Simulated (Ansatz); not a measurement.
The system is Gd.

```xyz
1
Lattice="-2.0250 2.0250 2.0250 2.0250 -2.0250 2.0250 2.0250 2.0250 -2.0250" Properties=species:S:1:pos:R:3 pbc="T T T"
Gd    0.0000    0.0000    0.0000
```

This isn't the form of Gd at room conditions, which is hcp.

Base run:

* Program: Ansatz 0.2.0
* Functional: PBEsol
* Potentials or basis: Ansatz PAW
* Cutoff: 420 eV (not typed: the program's choice for these potentials)
* k mesh: 9 × 9 × 9
* Occupations: fermi-dirac, width 0.05 eV
* Spin: no spin polarisation

Its results: band gap on the k mesh none (metal or under the smearing width); pressure -4.6 GPa.

The run is repeated on the same cell with these changes: spin from no spin polarisation to collinear spin, ferromagnetic start. What comes out?

Band gap on the k mesh none (metal or under the smearing width); pressure -2.3 GPa; net moment 7.61 μB per cell; site moments Gd +7.32 μB.

Caveats: the PAW data sets come from PBE, with cores solved anew for the run's functional, which leaves a small shift of forces and pressure; spin-orbit coupling is left out, which moves the levels of the heavy elements (some runs).
